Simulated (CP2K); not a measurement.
# Ge (Fd-3m) in CP2K: a series of runs, part 3 of 3

CP2K 2026.2.

## (6) Band structure, r2SCAN

The input, ge_bands.inp:

```
&GLOBAL
  PROJECT ge_bands
  RUN_TYPE ENERGY_FORCE
  PRINT_LEVEL LOW
&END GLOBAL
&FORCE_EVAL
  METHOD QS
  STRESS_TENSOR ANALYTICAL
  &DFT
    BASIS_SET_FILE_NAME BASIS_MOLOPT_UZH
    POTENTIAL_FILE_NAME POTENTIAL_UZH
    &MGRID
      CUTOFF 675
      REL_CUTOFF 60
      NGRIDS 4
    &END MGRID
    &QS
      METHOD GPW
      EPS_DEFAULT 1.0E-9
    &END QS
    &KPOINTS
      SCHEME MONKHORST-PACK 8 8 8
      GAMMA_CENTERED T
      SYMMETRY T
      SYMMETRY_BACKEND SPGLIB
    &END KPOINTS
    &SCF
      SCF_GUESS ATOMIC
      EPS_SCF 1.0E-6
      MAX_SCF 100
      ADDED_MOS 10
      CHOLESKY OFF
      EPS_EIGVAL 1.0E-7
      &DIAGONALIZATION ON
        ALGORITHM STANDARD
      &END DIAGONALIZATION
      &MIXING ON
        METHOD BROYDEN_MIXING
        ALPHA 0.4
        BETA 1.5
        NBUFFER 8
      &END MIXING
      &SMEAR ON
        METHOD FERMI_DIRAC
        ELECTRONIC_TEMPERATURE 1160.45
      &END SMEAR
    &END SCF
    &XC
      &XC_FUNCTIONAL
        &MGGA_X_R2SCAN
        &END MGGA_X_R2SCAN
        &MGGA_C_R2SCAN
        &END MGGA_C_R2SCAN
      &END XC_FUNCTIONAL
    &END XC
    &PRINT
      &KPOINTS ON
      &END KPOINTS
      &MULLIKEN ON
      &END MULLIKEN
      &MO ON
        ENERGIES T
        OCCUPATION_NUMBERS T
        &EACH
          QS_SCF 0
        &END EACH
        ADD_LAST NUMERIC
      &END MO
      &LOWDIN ON
      &END LOWDIN
      &HIRSHFELD ON
        SHAPE_FUNCTION DENSITY
      &END HIRSHFELD
      &BAND_STRUCTURE
        FILE_NAME bands.bs
        ADDED_MOS 4
        &KPOINT_SET
          UNITS B_VECTOR
          NPOINTS 10
          SPECIAL_POINT GAMMA 0.00000000 0.00000000 0.00000000
          SPECIAL_POINT X 0.50000000 0.00000000 0.50000000
          SPECIAL_POINT W 0.50000000 0.25000000 0.75000000
          SPECIAL_POINT K 0.37500000 0.37500000 0.75000000
          SPECIAL_POINT GAMMA 0.00000000 0.00000000 0.00000000
          SPECIAL_POINT L 0.50000000 0.50000000 0.50000000
          SPECIAL_POINT U 0.62500000 0.25000000 0.62500000
          SPECIAL_POINT W 0.50000000 0.25000000 0.75000000
          SPECIAL_POINT L 0.50000000 0.50000000 0.50000000
          SPECIAL_POINT K 0.37500000 0.37500000 0.75000000
        &END KPOINT_SET
        &KPOINT_SET
          UNITS B_VECTOR
          NPOINTS 10
          SPECIAL_POINT U 0.62500000 0.25000000 0.62500000
          SPECIAL_POINT X 0.50000000 0.00000000 0.50000000
        &END KPOINT_SET
      &END BAND_STRUCTURE
    &END PRINT
  &END DFT
  &SUBSYS
    &CELL
      ABC 4.0006828887 4.0006828887 4.0006828887
      ALPHA_BETA_GAMMA 59.9999999992 59.9999999995 59.9999999994
      PERIODIC XYZ
    &END CELL
    &COORD
      SCALED
      Ge  0.7500000000 0.7500000000 0.7500000000
      Ge  0.5000000000 0.5000000000 0.5000000000
    &END COORD
    &KIND Ge
      BASIS_SET TZVP-MOLOPT-SCAN-GTH-q4
      POTENTIAL GTH-SCAN-q4
    &END KIND
    &PRINT
      &ATOMIC_COORDINATES ON
      &END ATOMIC_COORDINATES
      &CELL ON
      &END CELL
    &END PRINT
  &END SUBSYS
  &PRINT
    &FORCES ON
    &END FORCES
    &STRESS_TENSOR ON
    &END STRESS_TENSOR
  &END PRINT
&END FORCE_EVAL
```

Potentials or basis: POTENTIAL_UZH Ge GTH-SCAN-q4; TZVP-MOLOPT-SCAN-GTH basis.

Launch:

```bash
OMP_NUM_THREADS=2 cp2k.psmp -i ge_bands.inp -o ge_bands.out
```

Run time: 17 s. Hardware: 2 threads of Arm Neoverse V1, shared host; peak memory 0.34 GiB.

The run converged. Its results:

```
Free energy             : -215.9765 eV
Pressure                : -3.0 GPa
Band gap on the k mesh  : 0.48 eV, direct
Band gap along the path : 0.48 eV, direct
```

Levels at the corners of the path, in eV from the valence-band top:
```
point  band 1  band 2  band 3  band 4  band 5  band 6  band 7  band 8
    Γ  -13.02    0.00    0.00    0.00    0.48    2.74    2.74    2.74
    X   -9.06   -9.06   -3.06   -3.06    0.98    0.98   10.11   10.11
    W   -8.96   -8.96   -3.90   -3.90    4.75    4.75    5.08    5.08
    K   -9.55   -8.45   -4.33   -2.62    1.41    4.48    7.84    7.84
    Γ  -13.02    0.00    0.00    0.00    0.48    2.74    2.74    2.74
    L  -10.92   -7.69   -1.39   -1.39    0.49    3.97    3.97    9.05
    U   -9.55   -8.45   -4.33   -2.62    1.41    4.48    7.84    7.84
    W   -8.96   -8.96   -3.90   -3.90    4.75    4.75    5.08    5.08
    L  -10.92   -7.69   -1.39   -1.39    0.49    3.97    3.97    9.05
    K   -9.55   -8.45   -4.33   -2.62    1.41    4.48    7.84    7.84
    U   -9.55   -8.45   -4.33   -2.62    1.41    4.48    7.84    7.84
    X   -9.06   -9.06   -3.06   -3.06    0.98    0.98   10.11   10.11
```

Caveat: the basis of atomic orbitals isn't converged, which shifts pressures, moduli and gaps.

## (7) The runs side by side

| level | potentials or basis | smearing | EPS_DEFAULT | NGRIDS | basis sets | potentials | points a segment of the path (NPOINTS) | gap on the mesh (eV) | pressure (GPa) |
| --- | --- | --- | --- | --- | --- | --- | --- | --- | --- |
| PBE | POTENTIAL_UZH Ge GTH-PBE-q4; TZVP-MOLOPT-PBE-GTH basis | fermi-dirac 0.1 eV | 1.0E-9 | 4 | Ge TZVP-MOLOPT-PBE-GTH-q4 | Ge GTH-PBE-q4 of POTENTIAL_UZH | 6 | none | 4.0 |
| PBE | POTENTIAL_UZH Ge GTH-PBE-q4; TZVP-MOLOPT-PBE-GTH basis | fermi-dirac 0.0259 eV | 1.0E-10 | 5 | Ge TZVP-MOLOPT-PBE-GTH-q4 | Ge GTH-PBE-q4 of POTENTIAL_UZH | 10 | none | 4.0 |
| LDA | GTH_POTENTIALS Ge GTH-PADE-q4; TZVP-MOLOPT-PBE-GTH basis | fermi-dirac 0.1 eV | 1.0E-9 | 5 | Ge TZVP-MOLOPT-PBE-GTH-q4 | Ge GTH-PADE-q4 of GTH_POTENTIALS | 10 | none | -2.7 |
| PBEsol | POTENTIAL_UZH Ge GTH-PBE-q4; TZVP-MOLOPT-PBE-GTH basis | fermi-dirac 0.05 eV | 1.0E-9 | 4 | Ge TZVP-MOLOPT-PBE-GTH-q4 | Ge GTH-PBE-q4 of POTENTIAL_UZH | 8 | 0.05 | 3.4 |
| r2SCAN | POTENTIAL_UZH Ge GTH-SCAN-q4; TZVP-MOLOPT-SCAN-GTH basis | fermi-dirac 0.1 eV | 1.0E-9 | 4 | Ge TZVP-MOLOPT-SCAN-GTH-q4 | Ge GTH-SCAN-q4 of POTENTIAL_UZH | 10 | 0.48 | -3.0 |

Alike in all rows: task band structure; no spin polarisation; cell as given; k mesh 8 × 8 × 8.

Caveats: the basis of atomic orbitals isn't converged, which shifts pressures, moduli and gaps; the potentials were made for another functional, which shifts forces and pressure (some runs).

Absolute energies hang on the potentials; compare differences alone.

## (8) Comparison with measurements

Step 2. Against the measured gap of Ge, 0.744 eV (indirect; 0 K; “Temperature-dependent photoluminescence in Ge: experiment and theory”, 2020, arxiv:2003.00143), the calculated 0.00 eV is off by -0.74 eV. 3 values of this kind are on record (0.666 to 0.807 eV); this one was drawn at random among those near their median. Spin-orbit coupling on Ge is left out. The value is that of PBE in an atomic basis (POTENTIAL_UZH Ge GTH-PBE-q4; TZVP-MOLOPT-PBE-GTH basis), whose error adds to the functional's, on a finite k mesh, which can miss the band edges, without temperature or zero-point motion. Semilocal functionals fall short of measured gaps as a rule.

Step 3. A measured gap of Ge is 0.744 eV (indirect; 0 K; “Temperature-dependent photoluminescence in Ge: experiment and theory”, 2020, arxiv:2003.00143); the calculated 0.00 eV misses it by -0.74 eV. 3 values of this kind are on record (0.666 to 0.807 eV); this one was drawn at random among those near their median. Spin-orbit coupling on Ge is left out. The value is that of PBE in an atomic basis (POTENTIAL_UZH Ge GTH-PBE-q4; TZVP-MOLOPT-PBE-GTH basis), whose error adds to the functional's, on a finite k mesh, which can miss the band edges, without temperature or zero-point motion. Semilocal functionals fall short of measured gaps as a rule.

Step 4. A measured gap of Ge is 0.666 eV (indirect; 293 K; “Electronic and optical properties of SixGe1-x-ySny alloys lattice-matched to Ge”, 2021, arxiv:2109.02782); the calculated 0.00 eV misses it by -0.67 eV. 3 values of this kind are on record (0.666 to 0.807 eV); this one was drawn at random among those near their median. Spin-orbit coupling on Ge is left out. The value is that of LDA in an atomic basis (GTH_POTENTIALS Ge GTH-PADE-q4; TZVP-MOLOPT-PBE-GTH basis), whose error adds to the functional's, on a finite k mesh, which can miss the band edges, without temperature or zero-point motion. Semilocal functionals fall short of measured gaps as a rule.

Step 5. Against the measured gap of Ge, 0.744 eV (indirect; 0 K; “Temperature-dependent photoluminescence in Ge: experiment and theory”, 2020, arxiv:2003.00143), the calculated 0.05 eV is off by -0.69 eV. 3 values of this kind are on record (0.666 to 0.807 eV); this one was drawn at random among those near their median. Spin-orbit coupling on Ge is left out. The value is that of PBEsol in an atomic basis (POTENTIAL_UZH Ge GTH-PBE-q4; TZVP-MOLOPT-PBE-GTH basis), whose error adds to the functional's,, without temperature or zero-point motion. Semilocal functionals fall short of measured gaps as a rule.

Step 6. Against the measured gap of Ge, 0.666 eV (indirect; 293 K; “Electronic and optical properties of SixGe1-x-ySny alloys lattice-matched to Ge”, 2021, arxiv:2109.02782), the calculated 0.48 eV is off by -0.19 eV. 3 values of this kind are on record (0.666 to 0.807 eV); this one was drawn at random among those near their median. Spin-orbit coupling on Ge is left out. The value is that of r2SCAN in an atomic basis (POTENTIAL_UZH Ge GTH-SCAN-q4; TZVP-MOLOPT-SCAN-GTH basis), whose error adds to the functional's,, without temperature or zero-point motion.
